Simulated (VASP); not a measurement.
**SrO in VASP: how settings move the PBE single point**

Aim: see what changed inputs do to the PBE single point of SrO in the database structure, under -2.5 % biaxial strain in x and y, free along z.

The runs shown are made with VASP 6.6.1. PAW datasets, plane waves. Spin-unpolarised throughout; all numbers are computed.

## (1) The structure to begin with

The cell comes from an earlier relaxation with r2SCAN in another program, then strained, with the atoms relaxed again.

The symmetry is P6_3/mmc (No. 194, hexagonal); a = 3.460 Å, c = 6.254 Å in the conventional setting, 16.21 Å³ an atom. Near Sr stand 6 O at 2.54 Å; near O stand 6 Sr at 2.54 Å.

The structure in full:

```xyz
4
Lattice="3.4595 0.0000 0.0000 -1.7298 2.9960 0.0000 0.0000 0.0000 6.2544" Properties=species:S:1:pos:R:3 pbc="T T T"
Sr    0.0000    1.9974    1.5636
Sr    1.7298    0.9987    4.6908
O     0.0000    0.0000    0.0000
O     0.0000    0.0000    3.1272
```

## (2) Baseline

The input, INCAR:

```
ENCUT = 520.000000
SIGMA = 0.020000
EDIFF = 1.00e-07
GGA = PE
PREC = Accurate
IBRION = -1
ISIF = 2
ISMEAR = -1
NBANDS = 24
NELM = 120
NSW = 0
LASPH = .TRUE.
LCHARG = .FALSE.
LWAVE = .FALSE.
LREAL = .FALSE.
```

The input, KPOINTS:

```
KPOINTS created by Atomic Simulation Environment
0
Gamma
12 12 4
0 0 0
```

The input, POSCAR:

```
Sr O
 1.0000000000000000
     3.4595136926894274    0.0000000000288675    0.0000000000000000
    -1.7297568463697137    2.9960267425947222    0.0000000000000000
     0.0000000000000000    0.0000000000000000    6.2544300234000003
 Sr  O
   2   2
Cartesian
 -0.0000000000166668  1.9973511617394373  1.5636075058499996
  1.7297568463363808  0.9986755808841520  4.6908225175499991
  0.0000000000000000  0.0000000000000000  0.0000000000000000
  0.0000000000000000  0.0000000000000000  3.1272150116999993
```

A file KPOINTS_OPT adds named points for the levels; it doesn't enter the self-consistent loop.

Potentials: the recommended PBE PAW datasets, 32 valence electrons.

Command:

```sh
> mpirun -np 1 vasp_std
```

## (3) Variant 1

The input, INCAR:

```
ENCUT = 520.000000
EDIFF = 1.00e-07
PREC = Accurate
IBRION = -1
ISIF = 2
NELM = 120
NSW = 0
LASPH = .TRUE.
LCHARG = .FALSE.
LWAVE = .FALSE.
LREAL = .FALSE.
ISMEAR = 1
SIGMA = 0.1
NBANDS = 40
GGA = PS
```

KPOINTS is that of step 2.

POSCAR is that of step 2.

## (4) Variant 2

INCAR: that of step 2 with these lines changed.

```diff
@@ -1,2 +1 @@
-ENCUT = 520.000000
 SIGMA = 0.020000
@@ -15 +14,2 @@
 LREAL = .FALSE.
+ENCUT = 300
```

KPOINTS is that of step 2.

POSCAR is that of step 2.

**Question.** What will these runs give? Wanted: for each run, changed; ending; energy change; pressure; electronic steps; usable.

**Answer**, as computed:

| run | changed | ending | energy change (meV/atom) | pressure (GPa) | gap on the mesh (eV; negative: overlap) | electronic steps | time | usable |
| --- | --- | --- | --- | --- | --- | --- | --- | --- |
| ref. | – | converged | 0 | 6.4 | 3.16 | 15 | 95 s | yes |
| 1 | ISMEAR = 1, SIGMA = 0.1, NBANDS = 40, GGA = PS | converged | – | 2.2 | 3.06 | 16 | 2.8 min | yes |
| 2 | ENCUT = 300 | converged | -75.7 | -16.5 | 3.27 | 15 | 40 s | no |

**Reading.** Of 2 altered inputs, 1 ended normally on a faulty or unsound input, 1 gave usable results.
